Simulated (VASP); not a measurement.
**Ti3Al: single point with PBEsol**

Ti3Al:

```
Ti Al
1.0
     2.92754    0.00000    0.00000
    -1.46377    2.53533    0.00000
     0.00000    0.00000    9.22636
Ti Al
3 1
Direct
  0.33333 0.66667 0.24941
  0.33333 0.66667 0.75059
  0.66667 0.33333 0.00000
  0.66667 0.33333 0.50000
```

The cell comes from a database or a generator and needn't be the stable form of this composition.

| Item | Value |
| --- | --- |
| Program | VASP 6.6.1 |
| Task | single point |
| Functional | PBEsol |
| Potentials or basis | VASP PAW PBE potentials, release 64 (Ti_sv, Al) |
| Cutoff | 520 eV |
| k mesh | 10 × 10 × 3 |
| Occupations | fermi-dirac, width 0.05 eV |
| Spin | no spin polarisation |

* Pressure: -3.6 GPa
* Largest force: 0.091 eV/Å
* Band gap on the k mesh: none (metal or under the smearing width)

Forces on the atoms (eV/Å):
```
Ti   0.000  0.000 -0.091
Ti   0.000  0.000  0.091
Ti   0.000  0.000  0.000
Al   0.000  0.000  0.000
```

Stress tensor (GPa, compression positive):
```
-3.61  0.00  0.00
 0.00 -3.61  0.00
 0.00  0.00 -3.43
```

Levels at points of the mesh, in eV from the Fermi level:
| k point | band 16 | band 17 | band 18 | band 19 | band 20 | band 21 | band 22 | band 23 | band 24 | band 25 |
| --- | --- | --- | --- | --- | --- | --- | --- | --- | --- | --- |
| (0.00, 0.00, 0.00) | -2.47 | -0.76 | 0.47 | 0.73 | 0.81 | 0.81 | 0.90 | 0.90 | 1.21 | 1.21 |
| (0.50, 0.00, 0.00) | -2.10 | -1.46 | -1.22 | -0.65 | -0.40 | 0.89 | 0.99 | 1.12 | 1.72 | 2.43 |

Wall time 33 s on 1 thread of Intel(R) Xeon(R) 6975P-C (Granite Rapids) (shared host), peak memory 0.21 GiB.

Caveat: the PAW data sets were made with another functional, which shifts forces and pressure a little.
